Five density functionals that all treat exchange by semilocal formulas, applied to the same CdSe crystal with its atoms held still, ought to give much the same band gap. With heavy atoms present, spin-orbit coupling would seem the more serious choice. The table reverses this: the gap runs from 0.42 eV with WC to 1.04 eV with OLYP, a spread five times the effect of the coupling.

GPAW 26.7.0, Kohn-Sham DFT with PAW potentials and plane waves up to 600 eV, for wurtzite CdSe (4 atoms per cell) at a fixed geometry. All runs use a 5 × 5 × 3 k mesh and Fermi-Dirac smearing of 0.05 eV. The gaps include spin-orbit coupling, added by second variation after the self-consistent calculation. The rows are a selection, with failed runs and runs that met a known fault of the program left out, so the spread is that of these five functionals and not of all semilocal ones.

```
functional                                           potentials  gap on mesh (eV)  direct gap on mesh (eV)
      RPBE                 GPAW-PAW-data-sets-(gpaw-data-1.2.1)             0.747                    0.747
      OLYP  PAW-data-sets-made-by gpaw-setup-for-the-functional             1.036                    1.036
        WC  PAW-data-sets-made-by gpaw-setup-for-the-functional             0.415                    0.415
optPBE-vdW                 GPAW-PAW-data-sets-(gpaw-data-1.2.1)             0.567                    0.567
   revTPSS                 GPAW-PAW-data-sets-(gpaw-data-1.2.1)             0.770                    0.770
```

The gap on mesh is the smallest energy from any filled to any empty level among the sampled k points; the direct gap compares levels at the same k point. The two agree in every row, so the gap is direct. The measured gap is roughly 1.8 eV, a recalled value, which means that CdSe begins to absorb in the red. All five calculations would put that edge in the infrared, too low by about 0.8 eV at best and 1.4 eV at worst.

The two steps behave differently because they act on different things. Spin-orbit coupling is strong close to the nuclei, where a valence electron moves fast, and there the pull of the nucleus outweighs any difference between the functionals. The functional shapes the potential everywhere, including the bonds and the space between the atoms. The filled edge of CdSe is made mostly of selenium 4p orbitals and the empty edge is s-like, so a changed potential shifts them unequally. The order of the four gradient-corrected functionals is roughly the one expected from how strongly their exchange grows where the density varies steeply, least in WC and most in OLYP, though their correlation parts and potentials differ too. This is the general argument; the gaps alone do not reveal which region matters most.

The coupling can be followed in more detail. In wurtzite CdSe near its measured shape, the top of the valence band is a pair of p orbitals that lie in the plane across the hexagonal axis and have equal energy without coupling. The picture starts from this order, which need not hold in the cell used here, whose tetrahedra are somewhat distorted. An electron in this pair can circulate about the axis, and its energy then depends on whether its spin points along or against that circulation. One half of the pair rises and becomes the new valence edge. An s-like state has no such circulation, so the conduction edge stays put to first order.

Let Δ be the spin-orbit splitting of a p level in cubic surroundings. The coupling then lifts the upper half of the pair by Δ/3, and the gap shrinks by the same amount:

gap with coupling = gap without coupling − Δ/3

For CdSe, Δ is roughly 0.4 eV, again a recalled value. The RPBE gap without coupling is 0.869 eV, which gives

0.869 eV − 0.133 eV = 0.736 eV

The table has 0.747 eV for RPBE, and no row was used to set Δ. The same estimate comes within about 0.01 eV of the calculated gap in all five rows. A single constant fitted to all of them puts the lowering at 0.12 eV, as the printed analysis shows. In the two rows whose band edges are available with and without coupling, OLYP and optPBE-vdW, practically the whole change is a rise of the valence edge, as the picture requires.

This agreement supports the rough size of the effect, not the assumed order of the levels. The p orbital along the axis may lie highest instead. That is expected if the distortion makes the bond along the axis the longest, because the orbital pointing along it is then held less tightly. The valence edge would still rise, by less than Δ/3, but only slightly less if the levels lie close together, and the Fermi levels of the runs indicate that they do. With one s-like empty level, the Fermi level should lie above the middle of the gap by half the smearing width times the logarithm of the number of filled levels at the edge: 0.017 eV for two, 0.027 eV for three. Without coupling it lies 0.025 to 0.029 eV above in the five runs. Neighbouring k points add a little to the count, but all three p levels seem to lie within a few hundredths of an eV, much as in a cubic crystal. With coupling the offset is about 0.017 eV for OLYP and optPBE-vdW, which points to two spin pairs close together at the edge, again as in cubic surroundings. The edge then rises by nearly Δ/3 in either order, and the small shortfall against the estimate says nothing about the order; it corresponds to a Δ of about 0.37 eV in these runs. The runs themselves report no fault in the spin-orbit splittings. The makers of the data do warn, from tests on other systems, that such splittings come out too wide; if that holds for CdSe too, the true lowering with these functionals would be somewhat smaller, but nothing in these runs tests it. The coupling was also added after the density had been settled, and for revTPSS it left out the exchange-correlation part of the potential. None of this bears much on the choice of a functional, because the coupling lowers all five gaps by nearly the same amount.

Coupling takes every gap further from the measured one. A calculation without it looks better only because one error hides part of another. The larger error belongs to the semilocal description itself. Such functionals lack most of the jump in potential that an added electron should meet, and they place the cadmium 4d levels too high, where they push the selenium p levels up and narrow the gap. These are established failings of this class of method, and the larger OLYP gap is no evidence that OLYP cures either.

The fixed cell gives a further reason not to pick the functional with the largest gap. In these runs OLYP and RPBE leave the crystal under a pressure of nearly 5 GPa, so both would expand it if allowed. WC leaves it almost free of mean pressure, although the mean hides a compression of 0.7 GPa across the hexagonal axis and a tension of 1.2 GPa along it, and the atoms still feel forces along that axis. The cell edges are close to the measured ones, as far as rough recalled values tell, so of the four functionals whose pressure was printed (all but optPBE-vdW), WC seems to describe the volume best, while giving the smallest gap. A good volume and a good gap are separate achievements.

Expansion would also take back part of the advantage of OLYP. The conduction edge is antibonding, so longer bonds lower it and the gap narrows. With a rough recalled rate of 0.05 eV per GPa, the change of volume alone would cost OLYP and RPBE something like 0.2 eV each and WC almost nothing; the effect of the atoms moving along the axis is not counted. The spread would narrow but not vanish. RPBE and revTPSS, only 0.02 eV apart here, would move apart to something like 0.2 eV, since RPBE has the smaller gap already and, under much more pressure, would lose more of it. In the fixed cell their order is not secure, because the potentials and the treatment of the coupling were not fully matched to revTPSS.

The potentials that stand for the atomic cores bear on the comparison too. OLYP and WC each use a set generated for their own functional, so the contrast between these extremes is the cleanest in the table. The other three rows use distributed sets, which were not made for revTPSS or optPBE-vdW. Their places in between may therefore owe something to the potentials, and no pair of runs separates the two influences.

What to use depends on the purpose. For an absorption edge good to 0.1 eV, none of these levels will do, and trying further functionals of the same kind mostly exchanges one large error for another. If the measured gap is already known, the empty bands can be shifted rigidly to match it, but the gap has then been supplied and not predicted. For the fine structure of the valence edge, spin-orbit coupling is indispensable whatever the functional. In the sulfide, with its lighter anion, the same step would be smaller; in the telluride it would be clearly larger and could no longer be treated as a modest correction.

The costs follow from the work involved. The five functionals are of similar expense, with some extra work for the kinetic-energy density in revTPSS and for the nonlocal correlation in optPBE-vdW. Coupling added afterwards needs one diagonalisation per k point among the bands already found, each taken with both spins. That matrix is small beside the full plane-wave problem, and the step is done once and not in every cycle, so it should add little to the cost. A hybrid functional or a quasiparticle calculation, the usual next step for an absolute gap, is far dearer: exact exchange alone links each orbital of interest, filled or empty, with every occupied one across pairs of k points. That expense is justified when the gap itself is the result, and it is best spent after the geometry has been settled with a cheaper functional that gives a sound volume.

Printed output of the fit:

```
Gaps in eV:
         row  scalar_gap  gap_with_coupling  lowering_by_coupling  below_rough_measured_gap
        RPBE      0.8691              0.747                0.1221                     1.053
        OLYP       1.163              1.036                 0.127                     0.764
          WC      0.5401              0.415                0.1251                     1.385
  optPBE-vdW      0.6923              0.567                0.1253                     1.233
     revTPSS      0.8901               0.77                0.1201                      1.03
Spread of the gaps with coupling, largest less smallest (eV): 0.621
Mean lowering by spin-orbit coupling (eV): 0.1239
Range of the lowering over the rows (eV): 0.006867
Spread of functionals divided by mean lowering: 5.01
Largest gap as percentage of the rough measured gap: 57.56
Smallest gap as percentage of the rough measured gap: 23.06
Step WC to optPBE-vdW (eV): 0.152
Step optPBE-vdW to RPBE (eV): 0.18
Step RPBE to revTPSS (eV): 0.023
Step revTPSS to OLYP (eV): 0.266
Forecast lowering, a third of the recalled splitting (eV): 0.1333
Largest miss of the gap with that forecast (eV): 0.01318
fit of gap_on_mesh - scalar on 5 rows: constant -0.1239 +/- 0.0012; rms 0.00247, worst revTPSS -0.00379, leave-one-out rms 0.00308
OLYP rise of the valence edge by coupling (eV): 0.1275
OLYP move of the conduction edge by coupling (eV): 0.000187
optPBE-vdW rise of the valence edge by coupling (eV): 0.1263
optPBE-vdW move of the conduction edge by coupling (eV): 0.000732
Order of magnitude of gap loss on relaxing the OLYP cell (eV): 0.2327
Order of magnitude of gap loss on relaxing the RPBE cell (eV): 0.2404
Order of magnitude of gap loss on relaxing the revTPSS cell (eV): 0.06645
Order of magnitude of gap loss on relaxing the WC cell (eV): 0.003559
```
